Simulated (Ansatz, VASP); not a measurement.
**MgSe: VASP beside Ansatz**

```
Mg Se
1.0
     3.89492    0.00000    0.00000
     0.00000    3.89492    0.00000
     0.00000    0.00000    5.50825
Mg Se
2 2
Direct
  0.00000 0.00000 0.00000
  0.50000 0.50000 0.50000
  0.50000 0.50000 0.00000
  0.00000 0.00000 0.50000
```

The cell was built by a generator and needn't be a form met in nature.

Alike in both runs: functional PBE; k mesh 8 × 8 × 6; occupations gaussian, width 0.02 eV; no spin polarisation.

Ansatz relaxed the structure, and its values are those at the end. VASP's run is a single point on that final structure, the one shown.

|  | VASP | Ansatz |
| --- | --- | --- |
| version | VASP 6.6.1 | Ansatz 0.2.0 |
| potentials or method | VASP PAW PBE potentials, release 64 (Mg, Se) | scalar-relativistic, plane waves, PAW |
| plane-wave cutoff (eV) | 520 | 420 |
| valence electrons in the cell | 16 | 52 |

|  | VASP | Ansatz | Ansatz less VASP |
| --- | --- | --- | --- |
| gap on the k mesh at the Fermi level (eV) | 1.75 | 1.77 | +0.022 |
| least direct gap on the mesh (eV) | 1.75 | 1.77 | +0.022 |
| pressure (GPa) | -0.1 | 0.0 | +0.13 |

With one functional, cell and mesh, what is left measures potentials, basis and numerics. The two sets of potentials don't hold the same shells in valence.

A k mesh can miss the band edges.
